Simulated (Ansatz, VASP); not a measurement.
## Al in VASP and in Ansatz

```
CELL_PARAMETERS angstrom
0.00000 2.01996 2.01996
2.01996 0.00000 2.01996
2.01996 2.01996 0.00000
ATOMIC_POSITIONS crystal
Al 0.00000 0.00000 0.00000
```

Alike in both runs: task single point; functional PBE; k mesh 13 × 13 × 13; occupations methfessel-paxton of order 1, width 0.1 eV; no spin polarisation.

|  | VASP | Ansatz |
| --- | --- | --- |
| version | VASP 6.6.1 | Ansatz 0.2.0 |
| potentials or method | VASP PAW PBE potentials, release 64 (Al) | plane waves (420 eV) with PAW, scalar-relativistic |
| plane-wave cutoff (eV) | 520 | 420 |
| valence electrons in the cell | 3 | 3 |

|  | VASP | Ansatz | Ansatz less VASP |
| --- | --- | --- | --- |
| pressure (GPa) | 0.0 | 0.0 | +0.04 |

The functional is the same, so the differences come from potentials, cutoffs and numerics.
